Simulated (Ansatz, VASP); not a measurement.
**One calculation of GaAs, two programs**

```xyz
2
Lattice="0.0000 2.8268 2.8268 2.8268 0.0000 2.8268 2.8268 2.8268 0.0000" Properties=species:S:1:pos:R:3 pbc="T T T"
Ga    0.0000    0.0000    0.0000
As    1.4134    1.4134    1.4134
```

Alike in both runs: task single point; functional PBE; k mesh 12 × 12 × 12; occupations gaussian, width 0.02 eV; no spin polarisation.

|  | VASP | Ansatz |
| --- | --- | --- |
| version | VASP 6.6.1 | Ansatz 0.2.0 |
| potentials or method | VASP PAW PBE potentials, release 64 (Ga_d, As) | scalar-relativistic, plane waves, PAW |
| plane-wave cutoff (eV) | 520 | 420 |
| valence electrons in the cell | 18 | 28 |

```csv
,VASP,Ansatz,Ansatz less VASP
gap on the k mesh at the Fermi level (eV),0.52,0.52,-0.004
least direct gap on the mesh (eV),0.52,0.52,-0.004
pressure (GPa),3.5,3.3,-0.18
```

The two sets of potentials don't hold the same shells in valence.

A k mesh can miss the band edges.
